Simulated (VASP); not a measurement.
# CuAu (P4/mmm) in VASP: further runs

Runs on CuAu. Level: PBE. Tasks: single point, relaxation of cell and atoms.

Everything below comes from runs of VASP 6.6.1. Logs are shortened: lines on timing, memory, paths and dates and some standing lists are left out, and cuts for length are marked.

### 1 The structure

It takes space group P4/mmm (No. 123, tetragonal). The conventional cell has a = 2.892 Å, b = 2.892 Å, c = 3.588 Å, α = 90.00°, β = 90.00°, γ = 90.00°. Cu (site symmetry 4/mmm) has 8 Au at 2.72 Å and 4 Cu at 2.89 Å as nearest neighbours. Au (site symmetry 4/mmm) has 8 Cu at 2.72 Å and 4 Au at 2.89 Å as nearest neighbours.

### 2 Single point, PBE

INCAR

```
PREC = Accurate ; ENCUT = 520
EDIFF = 1E-6 ; ISMEAR = 0
SIGMA = 0.1 ; LREAL = F
LASPH = T ; NELM = 100
ALGO = Fast ; ISIF = 2
LWAVE = F ; LCHARG = T
GGA = PE ; LELF = T
LVHAR = T ; NBANDS = 18
```

KPOINTS

```
regular mesh
0
Gamma
  14 14 12
```

POSCAR

```
CuAu
1.0
    2.8920326470      0.0000000000      0.0000000000
    0.0000000000      2.8920326470      0.0000000000
    0.0000000000      0.0000000000      3.5876026256
Cu Au
1 1
Direct
    0.5000000000      0.5000000000      0.5000000000
    0.0000000000      0.0000000000      0.0000000000
```

Potentials or basis: VASP PAW PBE potentials, release 64 (Cu, Au).

On the command line:

```bash
$ cat potpaw_PBE.64/Cu/POTCAR potpaw_PBE.64/Au/POTCAR > POTCAR
$ mpirun -np 1 vasp_std > vasp.out
```

OUTCAR:

```text
PREC = Accurate
   ENCUT = 520
   EDIFF = 1E-6
   ISMEAR = 0
   LREAL = F
   LASPH = T
   NELM = 100
   ISIF = 2
   GGA = PE

 ion  position               nearest neighbor table
   1  0.500  0.500  0.500-   2 2.72   2 2.72   2 2.72   2 2.72   2 2.72   2 2.72   2 2.72   2 2.72

   2  0.000  0.000  0.000-   1 2.72   1 2.72   1 2.72   1 2.72   1 2.72   1 2.72   1 2.72   1 2.72

  LATTYP: Found a simple tetragonal cell.
 ALAT       =     2.8920326470
 C/A-ratio  =     1.2405124919

  Lattice vectors:

 A1 = (   2.8920326470,   0.0000000000,   0.0000000000)
 A2 = (   0.0000000000,   2.8920326470,   0.0000000000)
 A3 = (   0.0000000000,   0.0000000000,   3.5876026256)

Analysis of symmetry for initial positions (statically):
=====================================================================
 Subroutine PRICEL returns:
 Original cell was already a primitive cell.

 Routine SETGRP: Setting up the symmetry group for a
 simple tetragonal supercell.

 Subroutine GETGRP returns: Found 16 space group operations
 (whereof 16 operations were pure point group operations)
 out of a pool of 16 trial point group operations.

The static configuration has the point symmetry D_4h.

Analysis of symmetry for dynamics (positions and initial velocities):
=====================================================================
 Subroutine PRICEL returns:
 Original cell was already a primitive cell.

 Routine SETGRP: Setting up the symmetry group for a
 simple tetragonal supercell.

 Subroutine GETGRP returns: Found 16 space group operations
 (whereof 16 operations were pure point group operations)
 out of a pool of 16 trial point group operations.

The dynamic configuration has the point symmetry D_4h.

 Subroutine INISYM returns: Found 16 space group operations
 (whereof 16 operations are pure point group operations),
 and found     1 'primitive' translations

----------------------------------------------------------------------------------------

                                     Primitive cell

  volume of cell :      30.0062

  direct lattice vectors                    reciprocal lattice vectors
     2.892032647  0.000000000  0.000000000     0.345777563  0.000000000  0.000000000
     0.000000000  2.892032647  0.000000000     0.000000000  0.345777563  0.000000000
     0.000000000  0.000000000  3.587602626     0.000000000  0.000000000  0.278737671

  length of vectors
     2.892032647  2.892032647  3.587602626     0.345777563  0.345777563  0.278737671

  position of ions in fractional coordinates (direct lattice)
     0.500000000  0.500000000  0.500000000
     0.000000000  0.000000000  0.000000000

  ion indices of the primitive-cell ions
   primitive index   ion index
                 1           1
                 2           2

----------------------------------------------------------------------------------------

 KPOINTS: regular mesh

Automatic generation of k-mesh.
 Grid dimensions read from file:
 generate k-points for:   14   14   12

 Generating k-lattice:

  Cartesian coordinates                     Fractional coordinates (reciprocal lattice)
     0.024698397  0.000000000  0.000000000     0.071428571  0.000000000  0.000000000
     0.000000000  0.024698397  0.000000000     0.000000000  0.071428571  0.000000000
     0.000000000  0.000000000  0.023228139     0.000000000  0.000000000  0.083333333

  Length of vectors
     0.024698397  0.024698397  0.023228139

  Shift w.r.t. Gamma in fractional coordinates (k-lattice)
     0.000000000  0.000000000  0.000000000

 Subroutine IBZKPT returns following result:
 ===========================================

 Found    252 irreducible k-points:

 Following reciprocal coordinates:
            Coordinates               Weight
  0.000000  0.000000  0.000000      1.000000
  0.071429  0.000000  0.000000      4.000000
  0.142857  0.000000  0.000000      4.000000
  0.214286  0.000000  0.000000      4.000000
  0.285714  0.000000  0.000000      4.000000
  0.357143  0.000000  0.000000      4.000000
[... 16 lines left out ...]
  0.285714  0.214286  0.000000      8.000000
  0.357143  0.214286  0.000000      8.000000
 [... further k-points ...]
   k-points           NKPTS =    252   k-points in BZ     NKDIM =    252   number of bands    NBANDS=     18
   number of dos      NEDOS =    301   number of ions     NIONS =      2
   total plane-waves  NPLWV =  16128
   dimension x,y,z NGX =    24 NGY =   24 NGZ =   28
   dimension x,y,z NGXF=    48 NGYF=   48 NGZF=   56
   ions per type =               1   1
   NGX,Y,Z   is equivalent  to a cutoff of  13.80, 13.80, 12.97 a.u.
   NGXF,Y,Z  is equivalent  to a cutoff of  27.59, 27.59, 25.95 a.u.
 SYSTEM =  unknown system
   PREC   = accura    normal or accurate (medium, high low for compatibility)
   ISTART =      0    job   : 0-new  1-cont  2-samecut
   ICHARG =      2    charge: 1-file 2-atom 10-const
   ISPIN  =      1    spin polarized calculation?
   LNONCOLLINEAR =      F non collinear calculations
   LSORBIT =      F    spin-orbit coupling
   LASPH  =      T    aspherical Exc in radial PAW
   ENCUT  =  520.0 eV  38.22 Ry    6.18 a.u.   5.38  5.38  6.67*2*pi/ulx,y,z
   NELM   =    100;   NELMIN=  2; NELMDL= -5     # of ELM steps
   EDIFF  = 0.1E-05   stopping-criterion for ELM
   LREAL  =      F    real-space projection
   EDIFFG = 0.1E-04   stopping-criterion for IOM
   NSW    =      0    number of steps for IOM
   IBRION =     -1    ionic relax: 0-MD 1-quasi-New 2-CG
   NFREE  =      0    steps in history (QN), initial steepest desc. (CG)
   ISIF   =      2    stress and relaxation
   ISYM   =      2    0-nonsym 1-usesym 2-fastsym
   POTIM  = 0.5000    time-step for ionic-motion
   TEBEG  =    0.0;   TEEND  =   0.0 temperature during run
   PSTRESS=    0.0 pullay stress
   NELECT =      22.0000    total number of electrons
   NUPDOWN=      -1.0000    fix difference up-down
   EMIN   =  10.00;   EMAX   =-10.00  energy-range for DOS
   EFERMI =   0.00;   METHOD = LEGACY
   ISMEAR =     0;   SIGMA  =   0.10  broadening in eV -4-tet -1-fermi 0-gaus
   EFERMI_NEDOS =   21; number of points for ismear=-14 and -15
   IALGO  =     68    algorithm
   IMIX   =      4    mixing-type and parameters
     AMIX     =   0.40;   BMIX     =  1.00
     AMIX_MAG =   1.60;   BMIX_MAG =  1.00
  volume/ion in A,a.u.               =      15.00       101.25
  Fermi-wavevector in a.u.,A,eV,Ry     =   1.476201  2.789615 29.649398  2.179169
  Thomas-Fermi vector in A             =   2.590757
   LORBIT       =      0    0 simple, 1 ext, 2 COOP (PROOUT), +10 PAW based schemes
   GGA     = PE    functional components
   LHFCALC =     F    Hartree Fock is set to
   AEXX    =    0.0000 exact exchange contribution
   IVDW    =     0    specifies the selected vdW correction
   LEPSILON=     F    determine dielectric tensor
   LRPA    =     F    only Hartree local field effects (RPA)
 non-spin polarized calculation
 RMM-DIIS sequential band-by-band and
 Gauss-broadening in eV      SIGMA  =   0.10
  energy-cutoff  :      520.00
  volume of cell :       30.01
 maximum number of plane-waves:       828
 NGX is ok and might be reduce to    24
   NGX = 11   NGY = 11   NGZ = 13

 number of electron      21.9999983 magnetization

 Free energy of the ion-electron system (eV)
  ---------------------------------------------------
  ext. energy  EPLUGINS =         0.00000000
  ---------------------------------------------------
  free energy    TOTEN  =        -7.06996941 eV

  energy without entropy =       -7.06799816  energy(sigma->0) =       -7.06898379

 E-fermi :   8.2880     XC(G=0): -12.4875

 val. band max:        8.2590489034   @ k =   0.5000   0.3571   0.0000
 cond. band min:       8.2925495757   @ k =   0.3571   0.1429   0.5000
 fundamental gap:      0.0335006723
 Fermi energy:         8.2879972001

 k-point     1 :       0.0000    0.0000    0.0000
  band No.  band energies     occupation
      1      -1.1828      2.00000
      2       2.0363      2.00000
      3       2.1497      2.00000
      4       4.2881      2.00000
      5       4.2881      2.00000
      6       5.1566      2.00000
[... 10 lines left out ...]
     17      24.2723      0.00000
     18      25.8463      0.00000

 k-point     2 :       0.0714    0.0000    0.0000
  band No.  band energies     occupation
      1      -1.0716      2.00000
      2       2.0902      2.00000
      3       2.2082      2.00000
      4       4.2340      2.00000
      5       4.3142      2.00000
      6       5.1154      2.00000
[... 10 lines left out ...]
     17      25.0537      0.00000
     18      25.8911      0.00000

 k-point     3 :       0.1429    0.0000    0.0000
  band No.  band energies     occupation
      1      -0.7469      2.00000
      2       2.2113      2.00000
      3       2.4122      2.00000
      4       4.0786      2.00000
      5       4.3904      2.00000
      6       4.9973      2.00000
[... 10 lines left out ...]
     17      25.8493      0.00000
     18      27.2476      0.00000

 k-point     4 :       0.2143    0.0000    0.0000
  band No.  band energies     occupation
      1      -0.2377      2.00000
      2       2.3713      2.00000
      3       2.7528      2.00000
      4       3.8471      2.00000
      5       4.5104      2.00000
      6       4.8213      2.00000
[... 375 lines left out ...]
      4       3.6546      2.00000
      5       4.0364      2.00000
      6       4.3755      2.00000
[... 10 lines left out ...]
     17      25.1078      0.00000
     18      25.2084      0.00000

 k-point    23 :       0.2857    0.2143    0.0000
  band No.  band energies     occupation
      1       1.2076      2.00000
      2       2.9485      2.00000
      3       3.4023      2.00000
      4       3.4397      2.00000
      5       3.8787      2.00000
      6       4.3588      2.00000
[... 10 lines left out ...]
     17      23.7793      0.00000
     18      23.8362      0.00000

 k-point    24 :       0.3571    0.2143    0.0000
  band No.  band energies     occupation
      1       1.7562      2.00000
      2       2.9367      2.00000
      3       3.2065      2.00000
      4       3.5167      2.00000
      5       3.7954      2.00000
      6       4.7433      2.00000
[... 10 lines left out ...]
     17      22.3442      0.00000
     18      22.6760      0.00000

 [... further k-points ...]

------------------------ aborting loop because EDIFF is reached ----------------------------------------

  FORCE on cell =-STRESS in cart. coord.  units (eV):
  Direction    XX          YY          ZZ          XY          YZ          ZX
  --------------------------------------------------------------------------------------
  -------------------------------------------------------------------------------------
  Total        0.0131995      0.0131995      0.0181044      0.0000000      0.0000000      0.0000000
  in kB        0.7047880      0.7047880      0.9666838      0.0000000      0.0000000      0.0000000
  external PRESSURE =       0.7920866 kB  Pullay stress =       0.0000000 kB

 VOLUME and BASIS-vectors are now :
 -----------------------------------------------------------------------------
  energy-cutoff  :      520.00
  volume of cell :       30.01
      direct lattice vectors                 reciprocal lattice vectors
     2.892032647  0.000000000  0.000000000     0.345777563  0.000000000  0.000000000
     0.000000000  2.892032647  0.000000000     0.000000000  0.345777563  0.000000000
     0.000000000  0.000000000  3.587602626     0.000000000  0.000000000  0.278737671

 POSITION                                       TOTAL-FORCE (eV/Angst)
 -----------------------------------------------------------------------------------
      1.44602      1.44602      1.79380         0.000000      0.000000      0.000000
      0.00000      0.00000      0.00000         0.000000      0.000000      0.000000
 -----------------------------------------------------------------------------------
    total drift:                                0.000000      0.000000     -0.000000

  FREE ENERGIE OF THE ION-ELECTRON SYSTEM (eV)
  ---------------------------------------------------
  free  energy   TOTEN  =        -7.0699694130 eV

  energy  without entropy=       -7.0679981571  energy(sigma->0) =       -7.06898379
```

Wall time 90 s (1 thread of Intel Xeon Platinum 8259CL at 2.50GHz (Skylake/Cascade Lake), shared host); peak memory 0.26 GiB.

What came out:

```yaml
Free_energy: -7.0700 eV
Pressure: 0.1 GPa
Band_gap_on_the_k_mesh: none (metal or under the smearing width)
```

The run has no spin-orbit coupling, so splittings on Au are missing.

### 3 Relaxation of cell and atoms, PBE

This run uses another cell than the first one, of 14.56 Å³/atom, 0.970 times its volume.

INCAR

```
PREC = Accurate
ENCUT = 600
EDIFF = 1E-6
ISMEAR = 0
SIGMA = 0.1
LREAL = False
LASPH = True
NELM = 100
ALGO = Fast
ISIF = 3
LWAVE = False
LCHARG = False
GGA = PE
IBRION = 2
NSW = 100
EDIFFG = -0.005
```

KPOINTS is that of step 2.

POSCAR

```
CuAu
1.0
    2.8107494552      0.0000000000      0.0000000000
    0.0000000000      2.8107494552      0.0000000000
    0.0000000000      0.0000000000      3.6850000000
Cu Au
1 1
Direct
    0.5000000000      0.5000000000      0.5000000000
    0.0000000000      0.0000000000      0.0000000000
```

Potentials or basis: VASP PAW PBE potentials, release 64 (Cu, Au).

On the command line:

```bash
$ cat potpaw_PBE.64/Cu/POTCAR potpaw_PBE.64/Au/POTCAR > POTCAR
$ mpirun -np 1 vasp_std > vasp.out
```

OUTCAR:

```text
PREC = Accurate
   ENCUT = 600
   EDIFF = 1E-6
   ISMEAR = 0
   LREAL = False
   LASPH = True
   NELM = 100
   ISIF = 3
   GGA = PE
   IBRION = 2
   NSW = 100
   EDIFFG = -0.005

 ion  position               nearest neighbor table
   1  0.500  0.500  0.500-   2 2.71   2 2.71   2 2.71   2 2.71   2 2.71   2 2.71   2 2.71   2 2.71

   2  0.000  0.000  0.000-   1 2.71   1 2.71   1 2.71   1 2.71   1 2.71   1 2.71   1 2.71   1 2.71

  LATTYP: Found a simple tetragonal cell.
 ALAT       =     2.8107494552
 C/A-ratio  =     1.3110382333

  Lattice vectors:

 A1 = (   2.8107494552,   0.0000000000,   0.0000000000)
 A2 = (   0.0000000000,   2.8107494552,   0.0000000000)
 A3 = (   0.0000000000,   0.0000000000,   3.6850000000)

Analysis of symmetry for initial positions (statically):
[... 383 lines left out ...]
      5       4.3097      2.00000
      6       5.1953      2.00000
      7       5.6722      2.00000
      8       6.2745      2.00000
      9       6.6434      2.00000
     10       6.8430      2.00000
     11       6.8430      2.00000
     12      11.1745      0.00000
     13      16.9814      0.00000
     14      17.6072      0.00000
[... 401 lines left out ...]
      2       2.9540      2.00000
      3       3.2093      2.00000
      4       3.5317      2.00000
      5       3.8042      2.00000
      6       4.7714      2.00000
      7       5.9655      2.00000
      8       6.0804      2.00000
      9       6.1623      2.00000
     10       6.5146      2.00000
     11       6.7775      2.00000
     12      10.7139      0.00000
     13      15.9605      0.00000
     14      16.8684      0.00000
     15      18.4914      0.00000

 [... further k-points ...]

------------------------ aborting loop because EDIFF is reached ----------------------------------------

  FORCE on cell =-STRESS in cart. coord.  units (eV):
  Direction    XX          YY          ZZ          XY          YZ          ZX
  --------------------------------------------------------------------------------------
  -------------------------------------------------------------------------------------
  Total        0.0034183      0.0034183     -0.0070435      0.0000000      0.0000000      0.0000000
  in kB        0.1828197      0.1828197     -0.3767034      0.0000000      0.0000000      0.0000000
  external PRESSURE =      -0.0036880 kB  Pullay stress =       0.0000000 kB
[... 17 lines left out ...]
  FREE ENERGIE OF THE ION-ELECTRON SYSTEM (eV)
  ---------------------------------------------------
  free  energy   TOTEN  =        -7.0696319800 eV

  energy  without entropy=       -7.0676202589  energy(sigma->0) =       -7.06862612

 reached required accuracy - stopping structural energy minimisation
```

OSZICAR:

```text
N       E                     dE             d eps       ncg     rms          rms(c)
DAV:   1     0.142677229307E+03    0.14268E+03   -0.12233E+04  7807   0.233E+03
DAV:   2    -0.250082963188E+01   -0.14518E+03   -0.13857E+03  7742   0.361E+02
[... 353 lines left out ...]
       N       E                     dE             d eps       ncg     rms          rms(c)
DAV:   1    -0.706962941550E+01    0.11596E-09   -0.56269E-13  3780   0.629E-06    0.385E-07
RMM:   2    -0.706962941540E+01    0.99590E-10    0.00000E+00    17   0.390E-06
  47 F= -.70696294E+01 E0= -.70686233E+01  d E =0.548933E-06
       N       E                     dE             d eps       ncg     rms          rms(c)
DAV:   1    -0.706963244601E+01   -0.30305E-05   -0.10569E-05  7760   0.695E-02    0.628E-03
RMM:   2    -0.706963197999E+01    0.46602E-06   -0.36154E-06  5008   0.348E-02
  48 F= -.70696320E+01 E0= -.70686261E+01  d E =-.256459E-05
```

CONTCAR:

```text
CuAu
   1.00000000000000
     2.8854875360982053   -0.0000000000000000   -0.0000000000000001
    -0.0000000000000000    2.8854875360982053   -0.0000000000000000
     0.0000000000000002    0.0000000000000001    3.5979906765158614
  Cu              Au
     1     1
Direct
     0.5000000000000000    0.5000000000000000    0.5000000000000000
     0.0000000000000000    0.0000000000000000    0.0000000000000000

  0.00000000E+00  0.00000000E+00  0.00000000E+00
  0.00000000E+00  0.00000000E+00  0.00000000E+00
```

It took 24 min on 1 thread of Intel Xeon Platinum 8259CL at 2.50GHz (Skylake/Cascade Lake), shared host; peak memory 0.32 GiB.

What came out:

```yaml
Free_energy: -7.0696 eV
Relaxed_volume: 14.98 Å³/atom
Relaxed_cell: a = 2.885 Å, b = 2.885 Å, c = 3.598 Å, α = 90.00°, β = 90.00°, γ = 90.00°
Space_group_after_relaxing_to_0.05_Å: P4/mmm (No. 123)
Energy_gained_by_relaxing: 8.7 meV/atom
Ionic_steps: 48
Pressure_after_relaxing: 0.0 GPa
Band_gap_on_the_k_mesh: none (metal or under the smearing width)
```

The path:
| step | energy change (eV) | largest force (eV/Å) | pressure (GPa) | volume (Å³) |
| --- | --- | --- | --- | --- |
| 1 | 0.0000 | 0.0000 | 4.21 | 29.11 |
| 3 | -0.0140 | 0.0000 | 1.37 | 30.11 |
| 5 | -0.0137 | 0.0000 | -0.75 | 30.22 |
| 7 | -0.0139 | 0.0000 | -0.44 | 30.14 |
| 9 | -0.0147 | 0.0000 | -0.15 | 29.97 |
| 11 | -0.0155 | 0.0000 | 1.02 | 29.89 |
| 13 | -0.0160 | 0.0000 | 1.09 | 29.78 |
| 15 | -0.0165 | 0.0000 | 0.68 | 29.83 |
| 17 | -0.0174 | 0.0000 | -0.35 | 30.03 |
| 19 | -0.0174 | 0.0000 | -0.10 | 30.01 |
| 21 | -0.0174 | 0.0000 | -0.23 | 30.00 |
| 23 | -0.0174 | 0.0000 | -0.11 | 29.99 |
| 25 | -0.0174 | 0.0000 | -0.32 | 29.96 |
| 27 | -0.0173 | 0.0000 | 0.32 | 29.94 |
| 29 | -0.0174 | 0.0000 | 0.23 | 29.95 |
| 31 | -0.0173 | 0.0000 | 0.37 | 29.95 |
| 33 | -0.0174 | 0.0000 | 0.05 | 29.96 |
| 35 | -0.0174 | 0.0000 | 0.24 | 29.96 |
| 37 | -0.0174 | 0.0000 | 0.28 | 29.96 |
| 39 | -0.0174 | 0.0000 | 0.29 | 29.96 |
| 41 | -0.0174 | 0.0000 | 0.29 | 29.96 |
| 43 | -0.0174 | 0.0000 | 0.29 | 29.96 |
| 45 | -0.0174 | 0.0000 | 0.29 | 29.96 |
| 47 | -0.0174 | 0.0000 | 0.29 | 29.96 |
| 48 | -0.0174 | 0.0000 | 0.00 | 29.96 |

Final structure:
```
Cu Au
1.0
     2.88549    0.00000    0.00000
     0.00000    2.88549    0.00000
     0.00000    0.00000    3.59799
Cu Au
1 1
Cartesian
  1.4427 1.4427 1.7990
  0.0000 0.0000 0.0000
```

Spin-orbit coupling is left out, which matters for the levels of Au. PBE usually gives volumes a little too large and moduli too small.

[end of part 1 of 2]
